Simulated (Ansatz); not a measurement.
Li in several cubic structure types, each at its own equilibrium volume.

Method: PBE, plane waves, PAW datasets (generated soft set 1) (Ansatz 0.2.0 development build).

Settings: cutoff 420 eV; no spin polarisation; Fermi–Dirac smearing of 0.0612 eV; k-meshes 45³ (bcc), 32³ (diamond), 43³ (fcc), 40³ (simple cubic).

(1) Rank the structures by energy per atom, lowest first.
A. diamond
B. bcc
C. simple cubic
D. fcc

(2) Give the equilibrium volume and bulk modulus of each.

Answers

(1) D (0.0 meV/atom), B (1.8 meV/atom), C (121 meV/atom), A (517 meV/atom).

(2) 
```csv
structure,V₀ (Å³/atom),B₀ (GPa)
bcc,20.25,13.9
diamond,25.68,5.4
fcc,20.21,13.8
simple cubic,20.39,12.3
```

Only these cubic types are compared here; the real ground state can be another structure or magnetic.

Model structures, not the usual forms at ambient conditions (metastable or hypothetical): Li (diamond type), Li (fcc type), Li (simple cubic type).
